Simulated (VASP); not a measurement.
Data:

```xyz
5
Lattice="4.1882 0.0000 0.0000 0.0000 4.1882 0.0000 0.0000 0.0000 4.1882" Properties=species:S:1:pos:R:3 pbc="T T T"
Ba     0.0000     0.0000     0.0000
Sn     2.0941     2.0941     2.0941
O      2.0941     0.0000     2.0941
O      0.0000     2.0941     2.0941
O      2.0941     2.0941     0.0000
```

The numbers are results of PBE GGA, VASP's PBE PAW potentials (set 64) (plane waves; VASP), not measurements. Numerical set-up: 520 eV cut-off, 6×6×6 Γ-centred mesh, tetrahedra with Blöchl corrections, potentials Ba_sv Sn_d O.

Unless said otherwise, spin-orbit coupling is left out, though it shifts the bands of the heavy elements here.

**Question.** What does the run give for the energy per atom (σ→0), band gap (on the k-mesh) with the smallest direct gap where there is one?

**Answer.** 
```
Item                                         Result
-----------------------------------  --------------
band gap (on the k-mesh)                    0.33 eV
smallest direct gap (on the k-mesh)         0.85 eV
energy per atom (σ→0)                -6.286 eV/atom
```

Total energies compare only between runs with the same potentials, cut-off and functional.

The compound is BaSnO3 in the cubic perovskite structure. It was relaxed first, which changed the volume by +5 %.
